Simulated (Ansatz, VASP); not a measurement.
**AgCl in VASP and in Ansatz**

File INCAR:

```
SYSTEM = AgCl
PREC = Accurate
ENCUT = 520
EDIFF = 1E-7
ISMEAR = 0
SIGMA = 0.05
LREAL = .FALSE.
LASPH = .TRUE.
NELM = 60
ALGO = Normal
ISIF = 2
LWAVE = .FALSE.
LCHARG = .FALSE.
GGA = PS
NBANDS = 16
```

File KPOINTS:

```
regular mesh
0
G
  12 12 12
  0 0 0
```

POSCAR

```
AgCl
1.0
    3.2731923146     -0.0862250456     -0.0862250456
   -0.0862250456      3.2731923146     -0.0862250456
   -0.0862250456     -0.0862250456      3.2731923146
Ag Cl
1 1
Direct
    0.0000000000      0.0000000000      0.0000000000
    0.5000000000      0.5000000000      0.5000000000
```

Input for Ansatz:

```yaml
crystal:
  lattice:
    - [3.2731923146, -0.0862250456, -0.0862250456]
    - [-0.0862250456, 3.2731923146, -0.0862250456]
    - [-0.0862250456, -0.0862250456, 3.2731923146]
  atoms:
    - { symbol: Ag, position: [0.0, 0.0, 0.0] }
    - { symbol: Cl, position: [0.5, 0.5, 0.5] }
basis:
  ecutwfc: 420
kpoints:
  mp_grid: { grid: [12, 12, 12] }
hamiltonian:
  xc: pbesol
scf:
  occupations: { method: gaussian, width: 0.05 }
output:
  forces: true
  stress: true
  eigenvalues: true
  write_density: true
  write_potential: true
  elf: true
  volumetric_format: npy
```

Alike in both runs: task single point; functional PBEsol; k mesh 12 × 12 × 12; occupations gaussian, width 0.05 eV; no spin polarisation.

```csv
,VASP,Ansatz
version,VASP 6.6.1,Ansatz 0.2.0
potentials or method,"VASP PAW PBE potentials, release 64 (Ag, Cl)","scalar-relativistic, plane waves, PAW"
plane-wave cutoff (eV),520,420
valence electrons in the cell,18,26
```

VASP gave:

* gap on the k mesh at the Fermi level (eV): 0.33
* least direct gap on the mesh (eV): 2.45
* pressure (GPa): 4.3
* largest component of the traceless stress (GPa): 0.31

Problem. Estimate Ansatz's values.

Solution. gap on the k mesh at the Fermi level (eV): 0.33; least direct gap on the mesh (eV): 2.45; pressure (GPa): 4.4; largest component of the traceless stress (GPa): 0.30.

The two sets of potentials don't hold the same shells in valence.

Caveats: the PAW data sets were made with another functional, which shifts forces and pressure a little (VASP).
